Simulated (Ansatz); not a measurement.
The following input was run with Ansatz 0.2.0.

```yaml
crystal:
  lattice:
    - [4.3413442638, 0.0, 0.0]
    - [-2.1706721319, 3.7597144191, 0.0]
    - [0.0, 0.0, 7.1724385325]
  atoms:
    - { symbol: Cd, position: [0.0, 0.0, 0.0] }
    - { symbol: I, position: [0.3333333333, 0.6666666667, 0.2435007439] }
    - { symbol: I, position: [0.6666666667, 0.3333333333, 0.7564992561] }
basis:
  ecutwfc: 420
kpoints:
  mp_grid: { grid: [6, 6, 4] }
hamiltonian:
  xc: pbe
  dispersion: d3bj
scf:
  occupations: { method: gaussian, width: 0.02 }
output:
  forces: true
  stress: true
  eigenvalues: true
relax:
  adjacent_minimum: "off"
  f_tol: 0.01
  max_steps: 30
  cell: { stress_tol: 0.1, fix: [volume] }
```

Launched with
```bash
ansatz run input.yaml --threads 1 --pin off --max-ram 2560MiB --backend cpu --events-out ev --progress --plain --runs-dir out
```

All numbers below come from DFT PBE+D3(BJ), scalar-relativistic, plane waves, PAW (Ansatz 0.2.0).

Abridged output:

```
Pseudopotentials: kind: paw
Pseudopotential: Cd, paw, valence charge 20, recommended cutoff 420 eV (normal)
Pseudopotential: I, paw, valence charge 17, recommended cutoff 420 eV (normal)
Functional definition: PBE
Crystal: 3 atoms, lattice volume = 117.070 Å³
Basis set: ecut = 420 eV, 2273 PW (Γ), exchange–correlation on 60×60×96 points (8 copies of the dense FFT grid, shifted against one another)
Bands: 33, of which v1, the nominal top of the filled ones, is band 27 counted from 1 (26 counted from 0)
Symmetry: 12 space group operations
Space group: P-3m1 (ITA 164), of the structure as read, at distance tolerance 4.9e-5 Å
k-points: 24 of 144
Initial density: superposition of atomic densities (neutral atoms: chi_scale 0, normalization atom), corrected by the library's trained network
Initial wavefunctions: pseudopotential atomic-orbital guess
Functional: x = pbe(κ = 0.804, μ = 0.21951497), c = pbe(β = 0.06672455)
SCF iter   1: F=—  HF=-23282.939626 eV  |F-HF|=—  |Δ(HF+E_count)|=         —  Δρ=6.02e-4  dr2=8.16e-4  ethr=1.77e-3  ⟨swp⟩=8.2  Hψ=3749  notcnv=0
SCF iter   2: F=—  HF=-23282.939841 eV  |F-HF|=—  |Δ(HF+E_count)|=   2.14e-4  Δρ=3.92e-4  dr2=5.90e-4  ethr=1.51e-6  ⟨swp⟩=3.9  Hψ=2004  notcnv=0  defer=28
SCF iter   3: F=—  HF=-23282.939844 eV  |F-HF|=—  |Δ(HF+E_count)|=   3.45e-6  Δρ=1.63e-4  dr2=4.08e-5  ethr=1.09e-6  ⟨swp⟩=2.0  Hψ=911  notcnv=0  defer=28
SCF iter   4: F=—  HF=-23282.939854 eV  |F-HF|=—  |Δ(HF+E_count)|=   1.01e-5  Δρ=6.17e-5  dr2=6.09e-6  ethr=7.56e-8  ⟨swp⟩=2.0  Hψ=1215  notcnv=0  defer=28
SCF iter   5: F=—  HF=-23282.939864 eV  |F-HF|=—  |Δ(HF+E_count)|=   9.59e-6  Δρ=2.63e-5  dr2=1.50e-6  ethr=1.13e-8  ⟨swp⟩=2.1  Hψ=1080  notcnv=0  defer=28
SCF iter   6: F=—  HF=-23282.939865 eV  |F-HF|=—  |Δ(HF+E_count)|=   1.37e-6  Δρ=1.29e-5  dr2=2.92e-7  ethr=2.78e-9  ⟨swp⟩=2.0  Hψ=1079  notcnv=0  defer=28
SCF iter   7: F=-23282.939865 eV  HF=-23282.939865 eV  |F-HF|=8.27e-9  |Δ(HF+E_count)|=   9.60e-8  Δρ=4.05e-6  dr2=4.99e-8  ethr=1.85e-10  ⟨swp⟩=10.7  Hψ=3620  notcnv=0
SCF 1 converged in 7 iterations: F = -23282.939865 eV  dr2 = 4.99e-8
relax step   1: F+E_penalty+E_count = -23282.93986513 eV  Δ(F+E_penalty+E_count) = +0.000e0 eV  max|allowed force component| = 1.892e-1 eV/Å  Δτ_max = 0.0000 Å  P = -1.718 GPa  Ω = 117.070 Å³  fix = [volume]  reactions: volume -1.718 GPa (7 SCF iters, dr2 threshold 1.00e-7 eV, accepted)
Basis set: ecut = 420 eV, 2263 PW (Γ), exchange–correlation on 60×60×96 points (8 copies of the dense FFT grid, shifted against one another)
Initial density: handed on by an earlier stage of this run
Initial wavefunctions: those handed on with the density
SCF iter   1: F=—  HF=-23282.953186 eV  |F-HF|=—  |Δ(HF+E_count)|=         —  Δρ=3.24e-3  dr2=1.99e-2  ethr=3.98e-5  ⟨swp⟩=3.1  Hψ=4359  notcnv=0
SCF iter   2: F=—  HF=-23282.947867 eV  |F-HF|=—  |Δ(HF+E_count)|=   5.32e-3  Δρ=1.26e-3  dr2=1.59e-3  ethr=3.68e-5  ⟨swp⟩=3.0  Hψ=1524  notcnv=0
SCF iter   3: F=—  HF=-23282.947497 eV  |F-HF|=—  |Δ(HF+E_count)|=   3.70e-4  Δρ=5.04e-4  dr2=1.97e-4  ethr=2.95e-6  ⟨swp⟩=2.0  Hψ=1257  notcnv=0
SCF iter   4: F=—  HF=-23282.947504 eV  |F-HF|=—  |Δ(HF+E_count)|=   6.63e-6  Δρ=9.77e-5  dr2=1.37e-5  ethr=3.65e-7  ⟨swp⟩=2.0  Hψ=1141  notcnv=0
SCF iter   5: F=—  HF=-23282.947506 eV  |F-HF|=—  |Δ(HF+E_count)|=   2.57e-6  Δρ=4.57e-5  dr2=2.74e-6  ethr=2.54e-8  ⟨swp⟩=2.0  Hψ=1389  notcnv=0
SCF iter   6: F=-23282.947508 eV  HF=-23282.947508 eV  |F-HF|=2.15e-7  |Δ(HF+E_count)|=   1.46e-6  Δρ=1.41e-5  dr2=2.32e-7  ethr=5.56e-10  ⟨swp⟩=4.4  Hψ=3871  notcnv=0
SCF 2 converged in 6 iterations: F = -23282.947508 eV  dr2 = 2.32e-7
relax step   2: F+E_penalty+E_count = -23282.94750794 eV  Δ(F+E_penalty+E_count) = -7.643e-3 eV  max|allowed force component| = 1.008e-1 eV/Å  Δτ_max = 0.0663 Å  P = -0.776 GPa  Ω = 117.070 Å³  energy of the carried Pulay correction = +6.036e-18 eV  fix = [volume]  reactions: volume -0.776 GPa (6 SCF iters, dr2 threshold 3.00e-7 eV, accepted)
SCF iter   1: F=—  HF=-23282.951180 eV  |F-HF|=—  |Δ(HF+E_count)|=         —  Δρ=9.14e-4  dr2=1.91e-3  ethr=2.70e-6  ⟨swp⟩=2.9  Hψ=4221  notcnv=0
SCF iter   2: F=—  HF=-23282.950708 eV  |F-HF|=—  |Δ(HF+E_count)|=   4.72e-4  Δρ=3.37e-4  dr2=1.51e-4  ethr=2.70e-6  ⟨swp⟩=2.0  Hψ=1331  notcnv=0
SCF iter   3: F=—  HF=-23282.950684 eV  |F-HF|=—  |Δ(HF+E_count)|=   2.42e-5  Δρ=1.41e-4  dr2=2.13e-5  ethr=2.80e-7  ⟨swp⟩=3.0  Hψ=1305  notcnv=0
SCF iter   4: F=—  HF=-23282.950684 eV  |F-HF|=—  |Δ(HF+E_count)|=   6.35e-7  Δρ=3.29e-5  dr2=1.49e-6  ethr=3.94e-8  ⟨swp⟩=2.0  Hψ=1104  notcnv=0
SCF iter   5: F=-23282.950685 eV  HF=-23282.950685 eV  |F-HF|=8.41e-8  |Δ(HF+E_count)|=   2.24e-7  Δρ=1.41e-5  dr2=2.45e-7  ethr=5.56e-10  ⟨swp⟩=7.2  Hψ=3597  notcnv=0
SCF 3 converged in 5 iterations: F = -23282.950685 eV  dr2 = 2.45e-7
relax step   3: F+E_penalty+E_count = -23282.95068459 eV  Δ(F+E_penalty+E_count) = -3.177e-3 eV  max|allowed force component| = 4.961e-3 eV/Å  Δτ_max = 0.0166 Å  P = -1.011 GPa  Ω = 117.070 Å³  energy of the carried Pulay correction = -3.018e-18 eV  fix = [volume]  reactions: volume -1.011 GPa (5 SCF iters, dr2 threshold 3.00e-7 eV, accepted)
Basis set: ecut = 420 eV, 2287 PW (Γ), exchange–correlation on 60×60×96 points (8 copies of the dense FFT grid, shifted against one another)
SCF iter   1: F=—  HF=-23282.951496 eV  |F-HF|=—  |Δ(HF+E_count)|=         —  Δρ=2.74e-4  dr2=7.19e-5  ethr=1.42e-7  ⟨swp⟩=3.0  Hψ=4796  notcnv=0
SCF iter   2: F=—  HF=-23282.951500 eV  |F-HF|=—  |Δ(HF+E_count)|=   4.38e-6  Δρ=1.49e-4  dr2=1.87e-5  ethr=1.33e-7  ⟨swp⟩=1.1  Hψ=796  notcnv=0
SCF iter   3: F=—  HF=-23282.951503 eV  |F-HF|=—  |Δ(HF+E_count)|=   2.85e-6  Δρ=2.48e-5  dr2=8.30e-7  ethr=3.47e-8  ⟨swp⟩=2.0  Hψ=966  notcnv=0
SCF iter   4: F=—  HF=-23282.951503 eV  |F-HF|=—  |Δ(HF+E_count)|=   3.82e-7  Δρ=1.04e-5  dr2=1.27e-7  ethr=1.54e-9  ⟨swp⟩=2.1  Hψ=1428  notcnv=0
SCF iter   5: F=-23282.951503 eV  HF=-23282.951503 eV  |F-HF|=3.78e-9  |Δ(HF+E_count)|=   2.36e-8  Δρ=3.28e-6  dr2=1.20e-8  ethr=1.50e-10  ⟨swp⟩=5.5  Hψ=2918  notcnv=0
SCF 4 converged in 5 iterations: F = -23282.951503 eV  dr2 = 1.20e-8
relax step   4: F+E_penalty+E_count = -23282.95150319 eV  Δ(F+E_penalty+E_count) = -8.186e-4 eV  max|allowed force component| = 1.022e-2 eV/Å  Δτ_max = 0.0013 Å  P = -0.976 GPa  Ω = 117.070 Å³  energy of the carried Pulay correction = +6.036e-18 eV  fix = [volume]  reactions: volume -0.976 GPa (5 SCF iters, dr2 threshold 8.08e-8 eV, accepted)
SCF iter   1: F=—  HF=-23282.951683 eV  |F-HF|=—  |Δ(HF+E_count)|=         —  Δρ=2.70e-4  dr2=5.31e-5  ethr=1.61e-7  ⟨swp⟩=3.0  Hψ=4554  notcnv=0
SCF iter   2: F=—  HF=-23282.951689 eV  |F-HF|=—  |Δ(HF+E_count)|=   5.31e-6  Δρ=1.24e-4  dr2=7.70e-6  ethr=9.84e-8  ⟨swp⟩=2.0  Hψ=1332  notcnv=0
SCF iter   3: F=—  HF=-23282.951673 eV  |F-HF|=—  |Δ(HF+E_count)|=   1.56e-5  Δρ=3.67e-5  dr2=6.61e-7  ethr=1.43e-8  ⟨swp⟩=2.0  Hψ=1199  notcnv=0
SCF iter   4: F=—  HF=-23282.951693 eV  |F-HF|=—  |Δ(HF+E_count)|=   1.97e-5  Δρ=5.38e-6  dr2=3.26e-8  ethr=1.22e-9  ⟨swp⟩=2.0  Hψ=1152  notcnv=0
SCF iter   5: F=-23282.951693 eV  HF=-23282.951693 eV  |F-HF|=1.98e-9  |Δ(HF+E_count)|=   1.72e-8  Δρ=2.06e-6  dr2=4.41e-9  ethr=1.21e-11  ⟨swp⟩=5.8  Hψ=3100  notcnv=0
SCF 5 converged in 5 iterations: F = -23282.951693 eV  dr2 = 4.41e-9
relax step   5: F+E_penalty+E_count = -23282.95169276 eV  Δ(F+E_penalty+E_count) = -1.896e-4 eV  max|allowed force component| = 3.439e-3 eV/Å  Δτ_max = 0.0044 Å  P = -0.900 GPa  Ω = 117.070 Å³  energy of the carried Pulay correction = +6.036e-18 eV  fix = [volume]  reactions: volume -0.900 GPa (5 SCF iters, dr2 threshold 6.52e-9 eV, accepted)
Basis set: ecut = 420 eV, 2287 PW (Γ), exchange–correlation on 60×60×100 points (8 copies of the dense FFT grid, shifted against one another)
Initial wavefunctions: pseudopotential atomic-orbital guess (no wavefunctions were taken with the density)
SCF iter   1: F=—  HF=-23282.944730 eV  |F-HF|=—  |Δ(HF+E_count)|=         —  Δρ=3.69e-4  dr2=4.13e-6  ethr=6.76e-7  ⟨swp⟩=3.4  Hψ=5800  notcnv=0
SCF iter   2: F=—  HF=-23282.949771 eV  |F-HF|=—  |Δ(HF+E_count)|=   5.04e-3  Δρ=1.86e-4  dr2=9.18e-7  ethr=7.64e-9  ⟨swp⟩=3.0  Hψ=1299  notcnv=0
SCF iter   3: F=—  HF=-23282.951627 eV  |F-HF|=—  |Δ(HF+E_count)|=   1.86e-3  Δρ=2.43e-5  dr2=3.66e-8  ethr=1.70e-9  ⟨swp⟩=2.4  Hψ=1232  notcnv=0
SCF iter   4: F=—  HF=-23282.951660 eV  |F-HF|=—  |Δ(HF+E_count)|=   3.33e-5  Δρ=2.19e-6  dr2=3.89e-9  ethr=6.79e-11  ⟨swp⟩=2.0  Hψ=1345  notcnv=0
SCF iter   5: F=—  HF=-23282.951660 eV  |F-HF|=—  |Δ(HF+E_count)|=   1.37e-7  Δρ=5.63e-7  dr2=5.49e-10  ethr=7.21e-12  ⟨swp⟩=2.0  Hψ=1102  notcnv=0
SCF iter   6: F=-23282.951660 eV  HF=-23282.951660 eV  |F-HF|=1.49e-10  |Δ(HF+E_count)|=   1.90e-9  Δρ=2.06e-7  dr2=7.76e-11  ethr=1.00e-12  ⟨swp⟩=6.0  Hψ=3184  notcnv=0
SCF 6 converged in 6 iterations: F = -23282.951660 eV  dr2 = 7.76e-11
SCF converged after 6 iterations
Free energy (F): -23282.951660 eV
Harris-Foulkes:  -23282.951660 eV  (|F-HF|=1.49e-10)
Internal energy: -23282.951660 eV  (E = F + TS)
E sigma→0 (E₀):  -23282.951660 eV
Fermi energy:    6.263582 eV
--- Per-component energies (eV) ---
  E_band       = -1313.914143
  E_kinetic    = 881.216093
  E_local      = -9056.276355  (includes V_loc(G=0)·N_el)
  E_nonlocal   = -147.321855
  E_hartree    = 4430.052618
  E_xc         = -431.629567
  E_vxc        = -477.112556  (∫ρ·V_xc dr)
  E_paw        = -13716.576999  (= ΣΔE_a)
  E_vpaw       = -1374.525373  (= ΣTr[D̂ρ^β])
  E_aug_tail   = -0.000005  (compensation charges beyond the density's cutoff)
  E_ewald      = -5241.504245
  E_disp       = -0.911344  (pairwise vdW)
  E_smearing   =  0.000000  (= −TS)
--- Forces (eV/Å), atoms counted from 1 ---
  atom   1  Cd     0.00000000     0.00000000     0.00000000
  atom   2  I      0.00000000     0.00000000    -0.00342819
  atom   3  I      0.00000000     0.00000000     0.00342819
--- Stress (GPa, compression-positive) ---
       -0.898832       0.000000       0.000000
        0.000000      -0.898832       0.000000
        0.000000       0.000000      -0.903403
  P = ⅓ Tr σ = -0.9004 GPa (-9.004 kbar)
--- Band table (eV; the first three rows and the last of 24) ---
  k-point 0: bands = ["-96.3258", "-57.3989", "-57.3989", "-57.3945", "-38.6181", "-38.6181", "-38.6181", "-38.6181", "-38.6035", "-38.6035", "-38.6032", "-38.6032", "-38.5979", "-38.5977", "-6.7934", "-6.2384", "-2.4111", "-2.4111", "-2.3004", "-2.2317", "-2.2317", "1.6585", "4.7771", "4.8043", "4.8043", "5.0032", "5.0032", "7.5323", "9.6089", "11.4058", "11.4058", "12.9371", "13.9062"]
  k-point 1: bands = ["-96.3258", "-57.3989", "-57.3989", "-57.3945", "-38.6181", "-38.6181", "-38.6181", "-38.6181", "-38.6035", "-38.6035", "-38.6032", "-38.6032", "-38.5979", "-38.5978", "-6.7586", "-6.2840", "-2.4110", "-2.4110", "-2.2980", "-2.2318", "-2.2318", "1.8480", "4.2974", "4.7729", "4.7729", "5.0397", "5.0397", "7.9838", "9.6105", "11.3483", "11.3483", "12.9137", "13.4786"]
  k-point 2: bands = ["-96.3258", "-57.3989", "-57.3989", "-57.3945", "-38.6181", "-38.6181", "-38.6181", "-38.6181", "-38.6035", "-38.6035", "-38.6032", "-38.6032", "-38.5979", "-38.5978", "-6.7160", "-6.3373", "-2.4110", "-2.4110", "-2.2958", "-2.2318", "-2.2318", "2.1001", "3.8221", "4.7484", "4.7484", "5.0693", "5.0693", "8.3979", "9.5926", "11.2938", "11.2938", "12.8626", "13.1727"]
  k-point 23: bands = ["-96.3258", "-57.3990", "-57.3990", "-57.3945", "-38.6179", "-38.6178", "-38.6178", "-38.6178", "-38.6036", "-38.6035", "-38.6035", "-38.6033", "-38.5975", "-38.5975", "-6.1675", "-6.1675", "-2.2600", "-2.2600", "-2.2057", "-2.1930", "-2.1930", "1.5724", "2.7208", "2.7208", "3.0616", "4.7260", "4.7260", "8.3575", "10.7390", "10.7390", "12.2733", "12.9370", "13.9976"]
--- Relaxed structure (5 steps of the walk, 5 accepted, 1 SCFs on fresh bases) ---
  F+E_penalty+E_count = -23282.95166031 eV   max|allowed force component| = 3.428e-3 eV/Å   (the final SCF, on the basis selected at the relaxed cell)
  cell:  # Å, volume = 117.0701 Å³
    - [4.29662769, 0.0, 0.0]
    - [-2.14831384, 3.72098873, 0.0]
    - [0.0, 0.0, 7.32250774]
  atoms:
    - { symbol: Cd, position: [0.0, 0.0, 0.0] }
    - { symbol: I, position: [0.33333333, 0.66666666, 0.23577422] }
    - { symbol: I, position: [0.66666666, 0.33333333, 0.76422577] }
```

The relaxation met its thresholds.

The run took 24 s on 1 thread of Intel(R) Xeon(R) Platinum 8375C CPU @ 2.90GHz (Ice Lake), with other jobs on the host, peak memory 0.48 GiB.